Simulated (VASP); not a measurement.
# SnTe (F-43m) in VASP: further runs

Runs on SnTe. Level: PBE. Tasks: G0W0 quasiparticle levels.

All numbers are computed with VASP 6.6.1; they aren't measurements. Logs are shortened: lines on timing, memory, paths and dates and some standing lists are left out, and cuts for length are marked.

**1. Starting point**

It takes space group F-43m (No. 216, cubic). The conventional cell has a = 7.222 Å, b = 7.222 Å, c = 7.222 Å, α = 90.00°, β = 90.00°, γ = 90.00°. Around Te (site symmetry -43m) lie 4 Sn at 3.13 Å. Sn (site symmetry -43m) is surrounded by 4 Te at 3.13 Å.

Measurements of this composition are mostly on another form, of space group No. 225.

**2. G0W0 quasiparticle levels, PBE**

The input, POSCAR:

```
SnTe
1.0
    0.0000000000      3.6111460000      3.6111460000
    3.6111460000      0.0000000000      3.6111460000
    3.6111460000      3.6111460000      0.0000000000
Te Sn
1 1
Direct
    0.2500000000      0.2500000000      0.2500000000
    0.0000000000      0.0000000000      0.0000000000
```

The input, INCAR.step1:

```
PREC = Accurate
ENCUT = 450
EDIFF = 1E-8
ISMEAR = 0
SIGMA = 0.01
LREAL = F
LASPH = T
NELM = 80
ALGO = Normal
LWAVE = T
LCHARG = F
GGA = PE
```

The input, INCAR.step2:

```
PREC = Accurate
ENCUT = 450
EDIFF = 1E-8
ISMEAR = 0
SIGMA = 0.01
LREAL = F
LASPH = T
NELM = 1
ALGO = Exact
LWAVE = T
LCHARG = F
GGA = PE
NBANDS = 575
LOPTICS = T
ISTART = 1
```

The input, INCAR.step3:

```
PREC = Accurate
ENCUT = 450
EDIFF = 1E-8
ISMEAR = 0
SIGMA = 0.01
LREAL = F
LASPH = T
ALGO = EVGW0
LWAVE = F
LCHARG = F
GGA = PE
NELMGW = 1
NBANDS = 575
ENCUTGW = 75
NOMEGA = 48
PRECFOCK = Fast
ISTART = 1
NBANDSGW = 18
```

The input, KPOINTS:

```
Automatic mesh
0
Gamma
  2 2 2
```

Potentials or basis: VASP PAW PBE potentials, release 64 (Te_GW, Sn_d_GW).

Run with:

```
> cat potpaw_PBE.64/Te_GW/POTCAR potpaw_PBE.64/Sn_d_GW/POTCAR > POTCAR
> cp INCAR.step1 INCAR
> mpirun -np 1 vasp_std > vasp.out
> cp INCAR.step2 INCAR
> mpirun -np 1 vasp_std > vasp.out
> cp INCAR.step3 INCAR
> mpirun -np 1 vasp_std > vasp.out
```

OUTCAR:

```text
PREC = Accurate
   ENCUT = 450
   EDIFF = 1E-8
   ISMEAR = 0
   LREAL = F
   LASPH = T
   GGA = PE
   NELMGW = 1
   ENCUTGW = 75
   PRECFOCK = Fast
   ISTART = 1

 Found      3 irreducible k-points:

 Following reciprocal coordinates:
            Coordinates               Weight
  0.000000  0.000000  0.000000      1.000000
  0.500000  0.000000  0.000000      4.000000
  0.500000  0.500000  0.000000      3.000000
   k-points           NKPTS =      3   k-points in BZ     NKDIM =      8   number of bands    NBANDS=    575
   number of dos      NEDOS =    301   number of ions     NIONS =      2
   total plane-waves  NPLWV =  46656
   dimension x,y,z NGX =    36 NGY =   36 NGZ =   36
   dimension x,y,z NGXF=    72 NGYF=   72 NGZF=   72
   ions per type =               1   1
   NGX,Y,Z   is equivalent  to a cutoff of  11.72, 11.72, 11.72 a.u.
   NGXF,Y,Z  is equivalent  to a cutoff of  23.44, 23.44, 23.44 a.u.
 SYSTEM =  unknown system
   PREC   = accura    normal or accurate (medium, high low for compatibility)
   ISTART =      1    job   : 0-new  1-cont  2-samecut
   ICHARG =      0    charge: 1-file 2-atom 10-const
   ISPIN  =      1    spin polarized calculation?
   LNONCOLLINEAR =      F non collinear calculations
   LSORBIT =      F    spin-orbit coupling
   LASPH  =      T    aspherical Exc in radial PAW
   ENCUT  =  450.0 eV  33.07 Ry    5.75 a.u.   8.83  8.83  8.83*2*pi/ulx,y,z
   NELM   =     60;   NELMIN=  2; NELMDL=  0     # of ELM steps
   EDIFF  = 0.1E-07   stopping-criterion for ELM
   LREAL  =      F    real-space projection
   EDIFFG = 0.1E-06   stopping-criterion for IOM
   NSW    =      0    number of steps for IOM
   IBRION =     -1    ionic relax: 0-MD 1-quasi-New 2-CG
   NFREE  =      0    steps in history (QN), initial steepest desc. (CG)
   ISIF   =      0    stress and relaxation
   ISYM   =      3    0-nonsym 1-usesym 2-fastsym
   POTIM  = 0.5000    time-step for ionic-motion
   TEBEG  =    0.0;   TEEND  =   0.0 temperature during run
   PSTRESS=    0.0 pullay stress
   NELECT =      20.0000    total number of electrons
   NUPDOWN=      -1.0000    fix difference up-down
   EMIN   =  10.00;   EMAX   =-10.00  energy-range for DOS
   EFERMI =   0.00;   METHOD = LEGACY
   ISMEAR =     0;   SIGMA  =   0.01  broadening in eV -4-tet -1-fermi 0-gaus
   EFERMI_NEDOS =   21; number of points for ismear=-14 and -15
   IALGO  =     38    algorithm
   IMIX   =      4    mixing-type and parameters
     AMIX     =   0.40;   BMIX     =  1.00
     AMIX_MAG =   1.60;   BMIX_MAG =  1.00
  volume/ion in A,a.u.               =      47.09       317.78
  Fermi-wavevector in a.u.,A,eV,Ry     =   0.976704  1.845704 12.979296  0.953951
  Thomas-Fermi vector in A             =   2.107344
   LORBIT       =      0    0 simple, 1 ext, 2 COOP (PROOUT), +10 PAW based schemes
   GGA     = PE    functional components
   LHFCALC =     T    Hartree Fock is set to
   PRECFOCK=fast      Normal, Fast or Accurate (Low or Medium for compatibility)
   ENCUT4O =  -1.0   cutoff for four orbital integrals eV
   NKREDX  =     1    reduce k-point grid by
   NKREDY  =     1    reduce k-point grid by
   NKREDZ  =     1    reduce k-point grid by
   AEXX    =    1.0000 exact exchange contribution
   HFSCREEN=    0.0000 screening length (either q_TF or 0.3 A-1)
   HFSCREENC=   0.0000 screening length for correlation (either q_TF or 0.3 A-1)
   ENCUTFOCK=  -1.0 apply spherical cutoff to Coloumb kernel
   IVDW    =     0    specifies the selected vdW correction
   LEPSILON=     F    determine dielectric tensor
   LRPA    =     F    only Hartree local field effects (RPA)
   LRPAFORCE           =     F    calculate RPA forces
   ENCUTGW             =  75.0    cutoff for response function in eV
   ENCUTGWSOFT         =  60.0    soft cutoff for Coulomb kernel in GW response function in eV
   ENCUTLF             =  -1.0    cutoff for local field effects
   NELMGW              =     1    number of iterations in solving QP/BSE equation
   NELMHF              =     1    number of iterations in the inner HF iteration
   NKREDLFX            =     1    NKREDLFY  =   1   NKREDLFZ  =   1
 non-spin polarized calculation
 Gauss-broadening in eV      SIGMA  =   0.01
  energy-cutoff  :      450.00
  volume of cell :       94.18
 maximum number of plane-waves:      2085
 NGX is ok and might be reduce to    36
  NGX = 20; NGY = 20; NGZ = 20
   NGX = 17   NGY = 17   NGZ = 17
 maximum number of plane-waves:       150
 NGX is ok and might be reduce to    18

 QP shifts <psi_nk| G(iteration)W_0 |psi_nk>: iteration 1
 for sc-GW calculations column KS-energies equals QP-energies in previous step
 and V_xc(KS)=  KS-energies - (<T + V_ion + V_H > + <T+V_H+V_ion>^1  + <V_x>^1)

 k-point   1 :       0.0000    0.0000    0.0000
  band No.  KS-energies  QP-energies   sigma(KS)   V_xc(KS)     V^pw_x(r,r')   Z            occupation Imag(sigma)

      1     -19.3912     -21.6443     -21.0489     -17.5160     -27.0917       0.6378       2.0000       0.4782
      2     -19.3912     -21.6443     -21.0489     -17.5160     -27.0917       0.6378       2.0000       0.4782
      3     -19.3912     -21.6443     -21.0489     -17.5160     -27.0917       0.6378       2.0000       0.4782
      4     -19.3830     -21.6207     -21.0398     -17.5180     -27.0742       0.6354       2.0000       0.4660
      5     -19.3830     -21.6207     -21.0398     -17.5180     -27.0742       0.6354       2.0000       0.4660
      6      -9.0511      -9.1880     -11.0260     -10.7924     -17.0021       0.5863       2.0000       1.0712
[... 10 lines left out ...]
     17      10.0964       9.9241      -6.2548      -6.0194      -1.7165       0.7318       0.0000      -0.4064
     18      10.0964       9.9241      -6.2548      -6.0194      -1.7165       0.7318       0.0000      -0.4064

 k-point   2 :       0.5000    0.0000    0.0000
  band No.  KS-energies  QP-energies   sigma(KS)   V_xc(KS)     V^pw_x(r,r')   Z            occupation Imag(sigma)

      1     -19.3924     -21.6348     -21.0341     -17.5135     -27.0867       0.6369       2.0000       0.4816
      2     -19.3899     -21.6516     -21.0468     -17.5180     -27.0897       0.6409       2.0000       0.4762
      3     -19.3899     -21.6516     -21.0468     -17.5180     -27.0897       0.6409       2.0000       0.4762
      4     -19.3828     -21.6537     -21.0402     -17.5186     -27.0746       0.6448       2.0000       0.4644
      5     -19.3828     -21.6537     -21.0402     -17.5186     -27.0746       0.6448       2.0000       0.4644
      6      -8.5104      -8.6881     -11.3743     -11.0867     -16.9979       0.6179       2.0000       0.9772
[... 10 lines left out ...]
     17       9.3938       9.4251      -7.5023      -7.5447      -2.9196       0.7372       0.0000      -0.3391
     18      10.6741      10.7421      -7.8315      -7.9248      -3.0765       0.7286       0.0000      -0.3813

 k-point   3 :       0.5000    0.5000    0.0000
  band No.  KS-energies  QP-energies   sigma(KS)   V_xc(KS)     V^pw_x(r,r')   Z            occupation Imag(sigma)

      1     -19.3944     -21.6302     -21.0270     -17.5097     -27.0826       0.6357       2.0000       0.4874
      2     -19.3884     -21.6614     -21.0481     -17.5209     -27.0914       0.6444       2.0000       0.4728
      3     -19.3884     -21.6614     -21.0481     -17.5209     -27.0914       0.6444       2.0000       0.4728
      4     -19.3830     -21.6298     -21.0393     -17.5179     -27.0735       0.6381       2.0000       0.4647
      5     -19.3830     -21.6298     -21.0393     -17.5179     -27.0735       0.6381       2.0000       0.4647
      6      -8.2902      -8.4855     -11.5291     -11.2166     -17.0086       0.6250       2.0000       0.9494
[... 10 lines left out ...]
     17      10.7115      10.7653      -7.8147      -7.8897      -3.1825       0.7178       0.0000      -0.3060
     18      11.0314      11.1171      -7.7700      -7.8913      -2.9037       0.7069       0.0000      -0.3449
```

Wall time 2.9 min (1 thread of Intel Xeon Platinum 8259CL at 2.50GHz (Skylake/Cascade Lake), shared host); peak memory 0.68 GiB.

These settings aren't checked as converged: the numbers below hold their error.

Results:

- Band gap on the k mesh, mean-field level: 0.81 eV, direct
- Quasiparticle gap: 1.36 eV
- Least direct quasiparticle gap: 1.36 eV

Caveat: the k mesh is coarse (spacing up to 0.75 Å⁻¹), so the values aren't converged; bands, screening cutoff and mesh are small and nothing is extrapolated, so the quasiparticle values aren't converged; spin-orbit coupling is left out, which moves the levels of the heavy elements.

**3. G0W0 quasiparticle levels, PBE**

POSCAR is that of step 2.

INCAR.step1 is that of step 2.

Changes to INCAR.step2 since step 2:

```diff
@@ -12,3 +12,3 @@
 GGA = PE
-NBANDS = 575
+NBANDS = 123
 LOPTICS = T
```

Changes to INCAR.step3 since step 2:

```diff
@@ -12,4 +12,4 @@
 NELMGW = 1
-NBANDS = 575
-ENCUTGW = 75
+NBANDS = 123
+ENCUTGW = 150
 NOMEGA = 48
```

The input, KPOINTS:

```
Automatic mesh
0
Gamma
  3 3 3
```

Potentials or basis: VASP PAW PBE potentials, release 64 (Te_GW, Sn_d_GW).

Run with:

```
> cat potpaw_PBE.64/Te_GW/POTCAR potpaw_PBE.64/Sn_d_GW/POTCAR > POTCAR
> cp INCAR.step1 INCAR
> mpirun -np 1 vasp_std > vasp.out
> cp INCAR.step2 INCAR
> mpirun -np 1 vasp_std > vasp.out
> cp INCAR.step3 INCAR
> mpirun -np 1 vasp_std > vasp.out
```

OUTCAR:

```text
PREC = Accurate
   ENCUT = 450
   EDIFF = 1E-8
   ISMEAR = 0
   LREAL = F
   LASPH = T
   GGA = PE
   NELMGW = 1
   ENCUTGW = 150
   PRECFOCK = Fast
   ISTART = 1

 Found      4 irreducible k-points:

 Following reciprocal coordinates:
            Coordinates               Weight
  0.000000  0.000000  0.000000      1.000000
  0.333333  0.000000  0.000000      8.000000
  0.333333  0.333333  0.000000      6.000000
 -0.333333  0.333333  0.000000     12.000000
   k-points           NKPTS =      4   k-points in BZ     NKDIM =     27   number of bands    NBANDS=    123
   number of dos      NEDOS =    301   number of ions     NIONS =      2
   total plane-waves  NPLWV =  46656
   dimension x,y,z NGX =    36 NGY =   36 NGZ =   36
   dimension x,y,z NGXF=    72 NGYF=   72 NGZF=   72
   ions per type =               1   1
   NGX,Y,Z   is equivalent  to a cutoff of  11.72, 11.72, 11.72 a.u.
   NGXF,Y,Z  is equivalent  to a cutoff of  23.44, 23.44, 23.44 a.u.
 SYSTEM =  unknown system
   PREC   = accura    normal or accurate (medium, high low for compatibility)
   ISTART =      1    job   : 0-new  1-cont  2-samecut
   ICHARG =      0    charge: 1-file 2-atom 10-const
   ISPIN  =      1    spin polarized calculation?
   LNONCOLLINEAR =      F non collinear calculations
   LSORBIT =      F    spin-orbit coupling
   LASPH  =      T    aspherical Exc in radial PAW
   ENCUT  =  450.0 eV  33.07 Ry    5.75 a.u.   8.83  8.83  8.83*2*pi/ulx,y,z
   NELM   =     60;   NELMIN=  2; NELMDL=  0     # of ELM steps
   EDIFF  = 0.1E-07   stopping-criterion for ELM
   LREAL  =      F    real-space projection
   EDIFFG = 0.1E-06   stopping-criterion for IOM
   NSW    =      0    number of steps for IOM
   IBRION =     -1    ionic relax: 0-MD 1-quasi-New 2-CG
   NFREE  =      0    steps in history (QN), initial steepest desc. (CG)
   ISIF   =      0    stress and relaxation
   ISYM   =      3    0-nonsym 1-usesym 2-fastsym
   POTIM  = 0.5000    time-step for ionic-motion
   TEBEG  =    0.0;   TEEND  =   0.0 temperature during run
   PSTRESS=    0.0 pullay stress
   NELECT =      20.0000    total number of electrons
   NUPDOWN=      -1.0000    fix difference up-down
   EMIN   =  10.00;   EMAX   =-10.00  energy-range for DOS
   EFERMI =   0.00;   METHOD = LEGACY
   ISMEAR =     0;   SIGMA  =   0.01  broadening in eV -4-tet -1-fermi 0-gaus
   EFERMI_NEDOS =   21; number of points for ismear=-14 and -15
   IALGO  =     38    algorithm
   IMIX   =      4    mixing-type and parameters
     AMIX     =   0.40;   BMIX     =  1.00
     AMIX_MAG =   1.60;   BMIX_MAG =  1.00
  volume/ion in A,a.u.               =      47.09       317.78
  Fermi-wavevector in a.u.,A,eV,Ry     =   0.976704  1.845704 12.979296  0.953951
  Thomas-Fermi vector in A             =   2.107344
   LORBIT       =      0    0 simple, 1 ext, 2 COOP (PROOUT), +10 PAW based schemes
   GGA     = PE    functional components
   LHFCALC =     T    Hartree Fock is set to
   PRECFOCK=fast      Normal, Fast or Accurate (Low or Medium for compatibility)
   ENCUT4O =  -1.0   cutoff for four orbital integrals eV
   NKREDX  =     1    reduce k-point grid by
   NKREDY  =     1    reduce k-point grid by
   NKREDZ  =     1    reduce k-point grid by
   AEXX    =    1.0000 exact exchange contribution
   HFSCREEN=    0.0000 screening length (either q_TF or 0.3 A-1)
   HFSCREENC=   0.0000 screening length for correlation (either q_TF or 0.3 A-1)
   ENCUTFOCK=  -1.0 apply spherical cutoff to Coloumb kernel
   IVDW    =     0    specifies the selected vdW correction
   LEPSILON=     F    determine dielectric tensor
   LRPA    =     F    only Hartree local field effects (RPA)
   LRPAFORCE           =     F    calculate RPA forces
   ENCUTGW             = 150.0    cutoff for response function in eV
   ENCUTGWSOFT         = 120.0    soft cutoff for Coulomb kernel in GW response function in eV
   ENCUTLF             =  -1.0    cutoff for local field effects
   NELMGW              =     1    number of iterations in solving QP/BSE equation
   NELMHF              =     1    number of iterations in the inner HF iteration
   NKREDLFX            =     1    NKREDLFY  =   1   NKREDLFZ  =   1
 non-spin polarized calculation
 Gauss-broadening in eV      SIGMA  =   0.01
  energy-cutoff  :      450.00
  volume of cell :       94.18
 maximum number of plane-waves:      2085
  NGX = 20; NGY = 20; NGZ = 20
   NGX = 17   NGY = 17   NGZ = 17
 maximum number of plane-waves:       411

 QP shifts <psi_nk| G(iteration)W_0 |psi_nk>: iteration 1
 for sc-GW calculations column KS-energies equals QP-energies in previous step
 and V_xc(KS)=  KS-energies - (<T + V_ion + V_H > + <T+V_H+V_ion>^1  + <V_x>^1)

 k-point   1 :       0.0000    0.0000    0.0000
  band No.  KS-energies  QP-energies   sigma(KS)   V_xc(KS)     V^pw_x(r,r')   Z            occupation Imag(sigma)

      1     -19.3499     -21.6348     -21.1444     -17.5161     -27.0665       0.6297       2.0000       0.4780
      2     -19.3499     -21.6348     -21.1444     -17.5161     -27.0665       0.6297       2.0000       0.4780
      3     -19.3499     -21.6348     -21.1444     -17.5161     -27.0665       0.6297       2.0000       0.4780
      4     -19.3411     -21.6064     -21.1312     -17.5189     -27.0515       0.6271       2.0000       0.4633
      5     -19.3411     -21.6064     -21.1312     -17.5189     -27.0515       0.6271       2.0000       0.4633
      6      -9.0960      -9.1669     -10.9161     -10.7965     -16.9978       0.5931       2.0000       1.1426
[... 10 lines left out ...]
     17      10.0916       9.9793      -6.1983      -6.0475      -1.7757       0.7441       0.0000      -0.4561
     18      10.0916       9.9793      -6.1983      -6.0475      -1.7757       0.7441       0.0000      -0.4561
[... 48 lines left out ...]
      1     -19.3519     -21.6265     -21.1295     -17.5122     -27.0608       0.6288       2.0000       0.4859
      2     -19.3479     -21.6446     -21.1421     -17.5196     -27.0653       0.6340       2.0000       0.4751
      3     -19.3479     -21.6446     -21.1421     -17.5196     -27.0653       0.6340       2.0000       0.4751
      4     -19.3410     -21.6255     -21.1309     -17.5190     -27.0515       0.6325       2.0000       0.4637
      5     -19.3410     -21.6255     -21.1309     -17.5190     -27.0515       0.6325       2.0000       0.4637
      6      -8.4046      -8.5299     -11.3808     -11.1817     -16.9729       0.6292       2.0000       1.0744
[... 10 lines left out ...]
     17      11.4378      11.3936      -6.4355      -6.3770      -1.8589       0.7565       0.0000      -0.5477
     18      12.2298      12.2773      -7.0457      -7.1093      -2.2895       0.7474       0.0000      -0.5946
```

OUTCAR.step1:

```text
PREC = Accurate
   ENCUT = 450
   EDIFF = 1E-8
   ISMEAR = 0
   LREAL = F
   LASPH = T
[... 173 lines left out ...]
 -----------------------------------------------------------------------------------
      1.80557      1.80557      1.80557         0.000000      0.000000      0.000000
      0.00000      0.00000      0.00000        -0.000000     -0.000000     -0.000000
 -----------------------------------------------------------------------------------
    total drift:                               -0.000000     -0.000000     -0.000000

  FREE ENERGIE OF THE ION-ELECTRON SYSTEM (eV)
  ---------------------------------------------------
  free  energy   TOTEN  =        -7.1827182885 eV

  energy  without entropy=       -7.1827182885  energy(sigma->0) =       -7.18271829
```

OUTCAR.step2:

```text
PREC = Accurate
   ENCUT = 450
   EDIFF = 1E-8
   ISMEAR = 0
   LREAL = F
[... 541 lines left out ...]
     0.00000     8.26086     8.26086     8.26086    -0.00000     0.00000    -0.00000
     0.97861     7.74216     7.74216     7.74216    -0.00000     0.00000    -0.00000
     1.95723    11.69404    11.69404    11.69404    -0.00000     0.00000    -0.00000
     2.93584    15.40793    15.40793    15.40793    -0.00000     0.00000    -0.00000
     3.91446     5.74893     5.74893     5.74893    -0.00000     0.00000    -0.00000
     4.89307    -1.05811    -1.05811    -1.05811     0.00000    -0.00000     0.00000
[... 92 lines left out ...]
    95.90415     0.95468     0.95468     0.95468     0.00000     0.00000     0.00000
    96.88277     0.95600     0.95600     0.95600     0.00000     0.00000     0.00000
```

It took 3.3 min on 1 thread of Intel Xeon Platinum 8259CL at 2.50GHz (Skylake/Cascade Lake), shared host; peak memory 0.77 GiB.

The run converged, but some of its settings lie outside the range that counts as converged, so its numbers aren't taken as properties of the crystal.

Results:

```
Band gap on the k mesh, mean-field level : 0.82 eV, indirect (least direct gap 0.98 eV)
Quasiparticle gap                        : 1.23 eV
Least direct quasiparticle gap           : 1.44 eV
```

Caveat: the k mesh is coarse (spacing up to 0.50 Å⁻¹), so the values aren't converged; bands, screening cutoff and mesh are small and nothing is extrapolated, so the quasiparticle values aren't converged; spin-orbit coupling is left out, which moves the levels of the heavy elements; an odd mesh through Γ misses points on the zone boundary, where band edges often lie.

**4. The reference run**

An earlier run on the cell as given: functional PBEsol; potentials or basis VASP PAW PBE potentials, release 64 (Te, Sn_d); cutoff 520 eV; k mesh 7 × 7 × 7; occupations fermi-dirac, width 0.05 eV; no spin polarisation.

* Pressure: -1.4 GPa
* Band gap on the k mesh: 0.28 eV, indirect (least direct gap 0.79 eV)
